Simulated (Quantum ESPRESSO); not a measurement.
# AlN: zone-centre phonons and dielectric response under several settings

```
Al N
1.0
     3.11300    0.00000    0.00000
    -1.55650    2.69594    0.00000
     0.00000    0.00000    4.98100
Al N
2 2
Direct
  0.66667 0.33333 0.50000
  0.33333 0.66667 0.00000
  0.66667 0.33333 0.88000
  0.33333 0.66667 0.38000
```

All runs used Quantum ESPRESSO 7.5; k mesh 6 × 6 × 4, shifted; relaxed cell; no spin polarisation; cutoff 612 eV; occupations smeared at first, fixed for the response.

| level | potentials | volume (Å³/atom) | lowest optical mode without the field (cm⁻¹) | highest optical mode without the field (cm⁻¹) | highest mode with the field (cm⁻¹) | ε∞ (mean) | ε0 (mean) | Born charge of atom 1 (e) |
| --- | --- | --- | --- | --- | --- | --- | --- | --- |
| LDA | GBRV 1.5 LDA | 10.26 | 238 | 731 | 891 | 4.53 | 8.5 | 2.58 |
| PBE | GBRV 1.5 PBE | 10.67 | 236 | 706 | 860 | 4.60 | 8.9 | 2.58 |
| RPBE | GBRV 1.5 PBE | 10.79 | 237 | 699 | 852 | 4.58 | 9.0 | 2.59 |
| revPBE | GBRV 1.5 PBE | ? | ? | ? | ? | ? | ? | ? |
| WC | GBRV 1.5 PBE | 10.51 | 234 | 713 | 870 | 4.64 | 8.8 | 2.58 |
| vdW-DF-cx | GBRV 1.5 PBE | 10.54 | 234 | 714 | 872 | 4.59 | 8.7 | 2.58 |

Question: What stands in the row left open?

Answer: Volume 10.76 Å³/atom; lowest optical mode without the field 236 cm⁻¹; highest optical mode without the field 701 cm⁻¹; highest mode with the field 854 cm⁻¹; ε∞ 4.58; ε0 8.9; Born charge of atom 1 2.59 e.

Caveats: the potentials were made for another functional, which shifts forces and pressure (some runs).

For the row left open. Caveat: the potentials were made for another functional, which shifts forces and pressure.
